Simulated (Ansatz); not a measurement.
We consider L1₀ (CuAu-type) CoPt, described by PBE-D3(BJ) (Ansatz, a program for electronic structure, PAW).

Run with plane-wave cutoff 520 eV, 20×20×16 k mesh (along the axes of the cell as run), Fermi–Dirac smearing 0.05 eV, spin-polarised with parallel moments, scalar-relativistic PAW data made under PBE.

Energies at three volumes about the minimum:

```json
[
 {"V (Å³/atom)": "12.839", "E − E_lowest (meV/atom)": "4.05"},
 {"V (Å³/atom)": "13.101", "E − E_lowest (meV/atom)": "0.00"},
 {"V (Å³/atom)": "13.363", "E − E_lowest (meV/atom)": "3.77"}
]
```

Fit a parabola by hand: where is the minimum, and what is the bulk modulus?

Slopes: (0.00 − 4.05)/(13.101 − 12.839) = -15.458 and (3.77 − 0.00)/(13.363 − 13.101) = 14.389 meV/Å³. Curvature E″ = 2 × (14.389 − (-15.458))/(13.363 − 12.839) = 113.920 meV/Å⁶. From the middle of the first interval, the slope vanishes at V0 = 12.9700 − (-15.458)/113.920 = 13.106 Å³/atom. B = V0 E″ = 13.106 × 113.920 meV/Å³ × 0.1602 GPa per meV/Å³ = 239 GPa. The full Birch–Murnaghan fit to all volumes gives V0 = 13.100 Å³/atom and B0 = 239 GPa.

Shape and atoms are relaxed at each volume.

Note: the bulk modulus comes from volumes at which shape and atoms were relaxed.
